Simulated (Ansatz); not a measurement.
CdS under changes of volume

One of the cells (20.871 Å³/atom); the others are scaled copies at fixed shape and fractional positions:

```
Cd S
1.0
     0.00000    2.75324    2.75324
     2.75324    0.00000    2.75324
     2.75324    2.75324    0.00000
Cd S
1 1
Direct
  0.00000 0.00000 0.00000
  0.50000 0.50000 0.50000
```

Measurements of this composition are mostly on another form, of space group No. 186.

* Program: Ansatz 0.2.0
* Functional: HSE06
* Potentials or basis: Ansatz PAW
* Cutoff: 420 eV (not typed: the program's choice for these potentials)
* k mesh: 6 × 6 × 6
* Occupations: fermi-dirac, width 0.05 eV
* Spin: no spin polarisation

```tsv
volume (Å³/atom)	energy over the lowest point (meV/atom)	pressure (GPa)	gap on the mesh (eV)
19.618	?	?	?
20.036	0.35	1.0	1.24
20.453	0.00	-0.7	1.24
20.871	3.75	-2.2	1.24
21.288	11.20	-3.5	1.23
21.705	21.88	-4.7	1.22
22.123	35.58	-5.8	1.21
```

Task: What does the run at 19.618 Å³/atom give?

Result: Energy over the lowest point 5.38 meV/atom; pressure 2.9 GPa; gap on the mesh 1.25 eV.

Worked out: A Birch-Murnaghan fit of order 3 (a polynomial in V^(-2/3)) to the other rows has its minimum at 20.28 Å³/atom with B0 = V·E''(V) = 80 GPa and B' = 4.4. It gives 5.30 meV/atom at 19.618 Å³/atom, against the run's 5.38, and -dE/dV = 2.8 GPa, against 2.9. A straight line through the other rows of the gap, of slope -0.315 eV per unit of ln V, extrapolates to 1.25 eV, against the run's 1.25.

Energies are extrapolated to zero smearing.

Caveats: the PAW data sets come from PBE, with cores solved anew for the run's functional, which leaves a small shift of forces and pressure; the thresholds are loose for stress.

A mesh can miss the band edges. Spin-orbit coupling on Cd is left out.
